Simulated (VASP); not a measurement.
# BaO (Fm-3m) in VASP: Born charges and dielectric tensor with PBE

Aim: the Born charges and dielectric tensor of BaO with PBE.

All numbers are computed with VASP 6.6.1; they aren't measurements. Logs are shortened: lines on timing, memory, paths and dates and some standing lists are left out, and cuts for length are marked.

### Step 1. Starting point

The structure is cubic, space group Fm-3m (No. 225). The conventional cell has a = 5.613 Å, b = 5.613 Å, c = 5.613 Å, α = 90.00°, β = 90.00°, γ = 90.00°. Around Ba (site symmetry m-3m) lie 6 O at 2.81 Å. O (site symmetry m-3m) has 6 Ba at 2.81 Å as nearest neighbours.

The cell is a database's computed one.

### Step 2. Born charges and dielectric tensor, PBE

INCAR reads:

```
SYSTEM = BaO
PREC = Accurate
ENCUT = 600
EDIFF = 1E-8
ISMEAR = 0
SIGMA = 0.02
LREAL = .False.
LASPH = .True.
NELM = 80
ALGO = Fast
ISIF = 2
LWAVE = .False.
LCHARG = .False.
GGA = PE
LEPSILON = .True.
IBRION = 8
NSW = 1
```

KPOINTS reads:

```
regular mesh
0
Gamma
  8 8 8
  0 0 0
```

POSCAR reads:

```
BaO
1.0
    0.0000000000      2.8064300000      2.8064300000
    2.8064300000      0.0000000000      2.8064300000
    2.8064300000      2.8064300000      0.0000000000
Ba O
1 1
Direct
    0.0000000000      0.0000000000      0.0000000000
    0.5000000000      0.5000000000      0.5000000000
```

Potentials or basis: VASP PAW PBE potentials, release 64 (Ba_sv, O).

Command:

```bash
> cat potpaw_PBE.64/Ba_sv/POTCAR potpaw_PBE.64/O/POTCAR > POTCAR
> mpirun -np 1 vasp_std > vasp.out
```

OUTCAR:

```text
SYSTEM = BaO
   PREC = Accurate
   ENCUT = 600
   EDIFF = 1E-8
   ISMEAR = 0
   LREAL = .False.
   LASPH = .True.
   NELM = 80
   ISIF = 2
   GGA = PE
   LEPSILON = .True.
   IBRION = 8
   NSW = 1

 ion  position               nearest neighbor table
   1  0.000  0.000  0.000-   2 2.81   2 2.81   2 2.81   2 2.81   2 2.81   2 2.81
   2  0.500  0.500  0.500-   1 2.81   1 2.81   1 2.81   1 2.81   1 2.81   1 2.81

  LATTYP: Found a face centered cubic cell.
 ALAT       =     5.6128600000

  Lattice vectors:

 A1 = (   0.0000000000,   2.8064300000,   2.8064300000)
 A2 = (   2.8064300000,   0.0000000000,   2.8064300000)
 A3 = (   2.8064300000,   2.8064300000,   0.0000000000)

Analysis of symmetry for initial positions (statically):
=====================================================================
 Subroutine PRICEL returns:
 Original cell was already a primitive cell.

 Routine SETGRP: Setting up the symmetry group for a
 face centered cubic supercell.

 Subroutine GETGRP returns: Found 48 space group operations
 (whereof 48 operations were pure point group operations)
 out of a pool of 48 trial point group operations.

The static configuration has the point symmetry O_h .

Analysis of symmetry for dynamics (positions and initial velocities):
=====================================================================
 Subroutine PRICEL returns:
 Original cell was already a primitive cell.

 Routine SETGRP: Setting up the symmetry group for a
 face centered cubic supercell.

 Subroutine GETGRP returns: Found 48 space group operations
 (whereof 48 operations were pure point group operations)
 out of a pool of 48 trial point group operations.

The dynamic configuration has the point symmetry O_h .

 Subroutine INISYM returns: Found 48 space group operations
 (whereof 48 operations are pure point group operations),
 and found     1 'primitive' translations

----------------------------------------------------------------------------------------

                                     Primitive cell

  volume of cell :      44.2072

  direct lattice vectors                    reciprocal lattice vectors
     0.000000000  2.806430000  2.806430000    -0.178162292  0.178162292  0.178162292
     2.806430000  0.000000000  2.806430000     0.178162292 -0.178162292  0.178162292
     2.806430000  2.806430000  0.000000000     0.178162292  0.178162292 -0.178162292

  length of vectors
     3.968891368  3.968891368  3.968891368     0.308586141  0.308586141  0.308586141

  position of ions in fractional coordinates (direct lattice)
     0.000000000  0.000000000  0.000000000
     0.500000000  0.500000000  0.500000000

  ion indices of the primitive-cell ions
   primitive index   ion index
                 1           1
                 2           2

----------------------------------------------------------------------------------------

 KPOINTS: regular mesh

Automatic generation of k-mesh.
 Grid dimensions read from file:
 generate k-points for:    8    8    8

 Generating k-lattice:

  Cartesian coordinates                     Fractional coordinates (reciprocal lattice)
    -0.022270286  0.022270286  0.022270286     0.125000000  0.000000000  0.000000000
     0.022270286 -0.022270286  0.022270286     0.000000000  0.125000000  0.000000000
     0.022270286  0.022270286 -0.022270286     0.000000000  0.000000000  0.125000000

  Length of vectors
     0.038573268  0.038573268  0.038573268

  Shift w.r.t. Gamma in fractional coordinates (k-lattice)
     0.000000000  0.000000000  0.000000000

 Subroutine IBZKPT returns following result:
 ===========================================

 Found     29 irreducible k-points:

 Following reciprocal coordinates:
[... 468 lines left out ...]
      direct lattice vectors                 reciprocal lattice vectors
     0.000000000  2.806430000  2.806430000    -0.178162292  0.178162292  0.178162292
     2.806430000  0.000000000  2.806430000     0.178162292 -0.178162292  0.178162292
     2.806430000  2.806430000  0.000000000     0.178162292  0.178162292 -0.178162292

 POSITION                                       TOTAL-FORCE (eV/Angst)
 -----------------------------------------------------------------------------------
      0.00000      0.00000      0.00000        -0.000000     -0.000000     -0.000000
      2.80643      2.80643      2.80643         0.000000      0.000000      0.000000
 -----------------------------------------------------------------------------------
    total drift:                                0.000000     -0.000000      0.000000

  FREE ENERGIE OF THE ION-ELECTRON SYSTEM (eV)
  ---------------------------------------------------
  free  energy   TOTEN  =       -11.8115740424 eV

  energy  without entropy=      -11.8115740424  energy(sigma->0) =      -11.81157404

 HEAD OF MICROSCOPIC STATIC DIELECTRIC TENSOR (INDEPENDENT PARTICLE, excluding Hartree and local field effects)
 ------------------------------------------------------
           4.454213    -0.000000    -0.000000
           0.000000     4.454213     0.000000
          -0.000000    -0.000000     4.454213
 ------------------------------------------------------

 Free energy of the ion-electron system (eV)
  ---------------------------------------------------
  ---------------------------------------------------
  free energy    TOTEN  =        -0.44047937 eV

  energy without entropy =       -0.44047937

------------------------ aborting loop because EDIFF is reached ----------------------------------------

--------------------------------------- Ionic step        2  -------------------------------------------

------------------------ aborting loop because EDIFF is reached ----------------------------------------

--------------------------------------- Ionic step        3  -------------------------------------------

------------------------ aborting loop because EDIFF is reached ----------------------------------------

 PIEZOELECTRIC TENSOR FIELD DIRECTION 3  (e Angst)
 -----------------------------------------------------------------------------
     0.00018  0.00000 -0.00000           ( -0.00001  0.00000 -0.00000)
     0.00000  0.00018 -0.00000           (  0.00000 -0.00001  0.00000)
    -0.00000  0.00000 -0.00084           ( -0.00000  0.00000 -0.00001)

 PIEZOELECTRIC TENSOR FIELD DIRECTION 3  (C/m^2)
 -----------------------------------------------------------------------------
     0.00006  0.00000 -0.00000
     0.00000  0.00006 -0.00000
    -0.00000  0.00000 -0.00031

--------------------------------------- Ionic step        4  -------------------------------------------

------------------------ aborting loop because EDIFF is reached ----------------------------------------

[... ionic steps 5 to 6 ...]

--------------------------------------- Ionic step        7  -------------------------------------------

 Free energy of the ion-electron system (eV)
  ---------------------------------------------------
  ---------------------------------------------------
  free energy    TOTEN  =        -0.36781333 eV

  energy without entropy =       -0.36781333

------------------------ aborting loop because EDIFF is reached ----------------------------------------

 INTERNAL STRAIN TENSOR  FOR ION    2  DIRECTION 1   (eV/Angst):
 -----------------------------------------------------------------------------
    -0.01913 -0.00000 -0.00000
    -0.00000  0.00157  0.00000
    -0.00000  0.00000  0.00157

 MACROSCOPIC STATIC DIELECTRIC TENSOR (including local field effects in DFT)
 ------------------------------------------------------
           4.263443     0.000000    -0.000000
           0.000000     4.263443    -0.000000
           0.000000     0.000000     4.263443
 ------------------------------------------------------

 PIEZOELECTRIC TENSOR (including local field effects)  for field in x, y, z        (e  Angst)
          XX          YY          ZZ          XY          YZ          ZX
  --------------------------------------------------------------------------------
  x     0.00000     0.00000     0.00000     0.00000     0.00000     0.00000
  y     0.00000     0.00000     0.00000     0.00000     0.00000     0.00000
  z     0.00000     0.00000     0.00000     0.00000     0.00000     0.00000

 PIEZOELECTRIC TENSOR (including local field effects)  for field in x, y, z        (C/m^2)
          XX          YY          ZZ          XY          YZ          ZX
  --------------------------------------------------------------------------------
  x     0.00000     0.00000     0.00000     0.00000     0.00000     0.00000
  y     0.00000     0.00000     0.00000     0.00000     0.00000     0.00000
  z     0.00000     0.00000     0.00000     0.00000     0.00000     0.00000

 BORN EFFECTIVE CHARGES (including local field effects) (in |e|, cummulative output)
 ---------------------------------------------------------------------------------
 ion    1
    1     2.72931    -0.00000     0.00000
    2     0.00000     2.72931     0.00000
    3     0.00000     0.00000     2.72931
 ion    2
    1    -2.72931     0.00000     0.00000
    2    -0.00000    -2.72931     0.00000
    3     0.00000     0.00000    -2.72931

 INTERNAL STRAIN TENSOR FOR ION    2 for displacements in x,y,z  (eV/Angst):
          X           Y           Z          XY          YZ          ZX
  --------------------------------------------------------------------------------
  x     0.00000     0.00000     0.00000     0.00000     0.00000     0.00000
  y     0.00000     0.00000     0.00000     0.00000     0.00000     0.00000
  z     0.00000     0.00000     0.00000     0.00000     0.00000     0.00000

 SECOND DERIVATIVES (NOT SYMMETRIZED)
 ------------------------------------
               1X          1Y          1Z          2X          2Y          2Z
  1X    -0.457800    0.000000    0.000000    0.457800    0.000000    0.000000
  1Y     0.000000   -0.457800    0.000000    0.000000    0.457800    0.000000
  1Z     0.000000    0.000000   -0.457800    0.000000    0.000000    0.457800
  2X     0.478978    0.000000    0.000000   -0.478978    0.000000    0.000000
  2Y     0.000000    0.478978    0.000000    0.000000   -0.478978    0.000000
  2Z     0.000000    0.000000    0.478978    0.000000    0.000000   -0.478978

 Eigenvectors and eigenvalues of the dynamical matrix
 ----------------------------------------------------

   1 f  =    2.851581 THz    17.917012 2PiTHz   95.118506 cm-1    11.793186 meV
             X         Y         Z           dx          dy          dz
      0.000000  0.000000  0.000000    -0.313239   -0.046027   -0.000000
      2.806430  2.806430  2.806430     0.938481    0.137901   -0.000000
[... 21 lines left out ...]
   6 f/i=    0.019361 THz     0.121649 2PiTHz    0.645813 cm-1     0.080071 meV
             X         Y         Z           dx          dy          dz
      0.000000  0.000000  0.000000     0.556653   -0.650193    0.408839
      2.806430  2.806430  2.806430     0.185796   -0.217017    0.136459

--------------------------------------------------------------------------------------------------------

 MACROSCOPIC STATIC DIELECTRIC TENSOR IONIC CONTRIBUTION
 ------------------------------------------------------
          65.081975    -0.000000     0.000000
          -0.000000    65.081975     0.000000
           0.000000     0.000000    65.081975
 ------------------------------------------------------

 ELASTIC MODULI CONTR FROM IONIC RELAXATION (kBar)
 Direction    XX          YY          ZZ          XY          YZ          ZX
 --------------------------------------------------------------------------------
 XX           0.0000      0.0000      0.0000      0.0000      0.0000      0.0000
 YY           0.0000      0.0000      0.0000      0.0000      0.0000      0.0000
 ZZ           0.0000      0.0000      0.0000      0.0000      0.0000      0.0000
 XY           0.0000      0.0000      0.0000      0.0000      0.0000      0.0000
 YZ           0.0000      0.0000      0.0000      0.0000      0.0000      0.0000
 ZX           0.0000      0.0000      0.0000      0.0000      0.0000      0.0000
 --------------------------------------------------------------------------------

 PIEZOELECTRIC TENSOR IONIC CONTR  for field in x, y, z        (C/m^2)
          XX          YY          ZZ          XY          YZ          ZX
  --------------------------------------------------------------------------------
  x     0.00000     0.00000     0.00000     0.00000     0.00000     0.00000
  y     0.00000     0.00000     0.00000     0.00000     0.00000     0.00000
  z     0.00000     0.00000     0.00000     0.00000     0.00000     0.00000
```

Run time: 3 min. Hardware: 1 thread of AMD EPYC 9R45 (Zen 5), shared host; peak memory 0.25 GiB.

What came out:

```
Band gap on the k mesh                                  : 2.10 eV, direct
Electronic dielectric tensor (diagonal)                 : 4.26
Born charges (mean of the diagonal)                     : Ba +2.73; O -2.73 e
Highest phonon frequency at Γ, LO-TO splitting left out : 95 cm⁻¹
```

Levels at points of the mesh, in eV from the valence-band top:
```
           k point  band 5  band 6  band 7  band 8  band 9  band 10  band 11  band 12
(0.00, 0.00, 0.00)  -10.50   -0.24   -0.24   -0.24    3.38     4.70     4.70     4.70
(0.50, 0.00, 0.00)  -10.61   -1.84   -1.30   -1.30    4.88     7.04     7.04     7.97
(0.50, 0.50, 0.00)  -11.02   -0.10   -0.10    0.00    2.10     5.82     8.71     9.15
```

Phonon frequencies in cm⁻¹ (negative: imaginary):
```
              q point        frequencies
(0.000, 0.000, 0.000)  -1 -1 -1 95 95 95
```

Electronic dielectric tensor:
```
4.26 0.00 0.00
0.00 4.26 0.00
0.00 0.00 4.26
```

Born effective charge tensors (e):
atom 1, Ba
```
2.73 0.00 0.00
0.00 2.73 0.00
0.00 0.00 2.73
```
atom 2, O
```
-2.73  0.00  0.00
 0.00 -2.73  0.00
 0.00  0.00 -2.73
```

Caveat: spin-orbit coupling is left out, which moves the levels of the heavy elements. A hybrid or GW would open this gap; PBE tends to underestimate it.
